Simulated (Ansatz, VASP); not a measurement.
## BAs in VASP and in Ansatz

File INCAR:

```
PREC = Accurate
ENCUT = 520
EDIFF = 1E-7
ISMEAR = 0
SIGMA = 0.01
LREAL = False
LASPH = True
NELM = 100
ALGO = Normal
ISIF = 2
LWAVE = False
LCHARG = True
GGA = PS
LELF = True
LVHAR = True
NBANDS = 11
```

The input KPOINTS:

```
regular mesh
0
Gamma
  6 6 6
```

The input POSCAR:

```
BAs
1.0
    0.0000000000      2.3230284114      2.3230284114
    2.3230284114      0.0000000000      2.3230284114
    2.3230284114      2.3230284114      0.0000000000
B As
1 1
Direct
    0.0000000000      0.0000000000      0.0000000000
    0.2500000000      0.2500000000      0.2500000000
```

Input for Ansatz:

```yaml
crystal:
  lattice:
    - [0.0, 2.3230284114237376, 2.3230284114237376]
    - [2.3230284114237376, 0.0, 2.3230284114237376]
    - [2.3230284114237376, 2.3230284114237376, 0.0]
  atoms:
    - { symbol: B, position: [0.0, 0.0, 0.0] }
    - { symbol: As, position: [0.25, 0.25, 0.25] }
basis:
  ecutwfc: 450.0
kpoints:
  mp_grid:
    grid: [6, 6, 6]
hamiltonian:
  xc: pbesol
  pseudopotentials:
    kind: paw
scf:
  occupations:
    method: fixed
output:
  stress: true
```

Alike in both runs: task single point; functional PBEsol; k mesh 6 × 6 × 6; no spin polarisation.

```csv
,VASP,Ansatz
version,VASP 6.6.1,Ansatz 0.2.0
potentials or method,"VASP PAW PBE potentials, release 64 (B, As)","plane waves, PAW"
plane-wave cutoff (eV),520,450
occupations,"gaussian, width 0.01 eV",fixed
valence electrons in the cell,8,18
```

```csv
,VASP,Ansatz,Ansatz less VASP
pressure (GPa),14.1,12.8,-1.25
```

The two sets of potentials don't hold the same shells in valence.

Caveats: the PAW data sets were made with another functional, which shifts forces and pressure a little (VASP). A k mesh can miss the band edges.
